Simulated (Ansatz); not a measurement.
## Elastic constants of Al2Ru: input and output

Computed with Ansatz, DFT PBEsol, scalar-relativistic, plane waves, PAW.

Launched with:
```bash
ansatz run input.yaml --threads 2 --pin off --max-ram 7168MiB --backend cpu --events-out ev --progress --plain --runs-dir out
```

Input (bare energies are in eV):
```yaml
crystal:
  lattice:
    - [0.0, 3.9878165635, 4.3849680812]
    - [2.3506283814, 0.0, 4.3849680812]
    - [2.3506283814, 3.9878165635, 0.0]
  atoms:
    - { symbol: Al, position: [0.0789308006, 0.4210691994, 0.0789308006] }
    - { symbol: Al, position: [0.4210691994, 0.0789308006, 0.4210691994] }
    - { symbol: Al, position: [0.1710691994, 0.8289308006, 0.1710691994] }
    - { symbol: Al, position: [0.8289308006, 0.1710691994, 0.8289308006] }
    - { symbol: Ru, position: [0.75, 0.75, 0.75] }
    - { symbol: Ru, position: [0.5, 0.5, 0.5] }
basis:
  ecutwfc: 420
kpoints:
  mp_grid: { grid: [10, 10, 10] }
hamiltonian:
  xc: pbesol
scf:
  occupations: { method: gaussian, width: 0.01 }
output:
  forces: true
  stress: true
  eigenvalues: true
elastic:
  mode: clamped_ion
  stencil: two_point
```

From the output:
```
--- Elastic constants: 6 strain directions × 2 members + reference (group order 8) ---
  dense FFT box of the reference and of every strained cell: 40×36×32
  strains applied: 11, 22, 33, 23, 13, 12; error gains: componentwise 1.00 (the most a stress slope's error grows in a printed constant), spectral 1.00 (1 for all six strains in a standard setting)
  C = ∂σ_k/∂η_j (tension-positive GPa; Voigt order 11 22 33 23 13 12):
       376.455     75.361    102.353      0.000      0.000      0.000
        75.341    335.720     87.139      0.000      0.000      0.000
       102.327     87.114    391.614      0.000      0.000      0.000
         0.000      0.000      0.000    102.221      0.000      0.000
         0.000      0.000      0.000      0.000    159.049      0.000
         0.000      0.000      0.000      0.000      0.000    120.920
  reference stress σ⁰ (GPa):     -0.005      0.003      0.007     -0.000     -0.000     -0.000
  C* (energy form; C + prestress term) asymmetry max|C*_kj − C*_jk| = 2.082e-2 GPa — a small one proves nothing (zero by symmetry where the batch's group is 432, −43m or m−3m); a large one is finite-difference/SCF noise where every solve ...
  moduli (Voigt/Reuss/Hill, GPa): K = 181.49/180.06/180.77   G = 132.37/129.19/130.78   E = 316.11   ν = 0.209
  mechanically stable: yes (min eigenvalue of sym C = 102.22 GPa)
  strain η (Voigt 11):  stress-route row diagonal C_11 = 376.45 GPa, energy-path curvature d²(F+E_count+ΔE)/dδ²/Ω₀ = 376.46 GPa
         δ    σ_11 (GPa) F (eV) n_scf n_hpsi n_pw
    -2.000e-3      -0.7632      -13735.3198889       8   82649   1622
     2.000e-3       0.7426      -13735.3199034       5   67073   1624
  strain η (Voigt 22):  stress-route row diagonal C_22 = 335.72 GPa, energy-path curvature d²(F+E_count+ΔE)/dδ²/Ω₀ = 335.68 GPa
         δ    σ_22 (GPa) F (eV) n_scf n_hpsi n_pw
    -2.000e-3      -0.6741      -13735.3199405       7   78705   1622
     2.000e-3       0.6687      -13735.3199384       5   65815   1627
  strain η (Voigt 33):  stress-route row diagonal C_33 = 391.61 GPa, energy-path curvature d²(F+E_count+ΔE)/dδ²/Ω₀ = 391.59 GPa
         δ    σ_33 (GPa) F (eV) n_scf n_hpsi n_pw
    -2.000e-3      -0.7830      -13735.3198895       7   79035   1622
     2.000e-3       0.7835      -13735.3198783       6   70554   1627
  strain η (Voigt 23):  stress-route row diagonal C_44 = 102.22 GPa, energy-path curvature d²(F+E_count+ΔE)/dδ²/Ω₀ = 102.21 GPa
         δ    σ_23 (GPa) F (eV) n_scf n_hpsi n_pw
    -2.000e-3      -0.2044      -13735.3201787       7  136691   1622
     2.000e-3       0.2044      -13735.3201787       6  119751   1622
  strain η (Voigt 13):  stress-route row diagonal C_55 = 159.05 GPa, energy-path curvature d²(F+E_count+ΔE)/dδ²/Ω₀ = 159.04 GPa
         δ    σ_13 (GPa) F (eV) n_scf n_hpsi n_pw
    -2.000e-3      -0.3181      -13735.3201208       7  137766   1623
     2.000e-3       0.3181      -13735.3201208       5  107166   1623
  strain η (Voigt 12):  stress-route row diagonal C_66 = 120.92 GPa, energy-path curvature d²(F+E_count+ΔE)/dδ²/Ω₀ = 120.92 GPa
         δ    σ_12 (GPa) F (eV) n_scf n_hpsi n_pw
    -2.000e-3      -0.2418      -13735.3201598       7  137370   1623
     2.000e-3       0.2418      -13735.3201598       6  116557   1623
```

It took 2.8 min on 2 threads of Arm Neoverse V2, with other jobs on the host, peak memory 0.84 GiB.

Clamped-ion constants are upper bounds: once the atoms relax, a strain can turn out softer or unstable.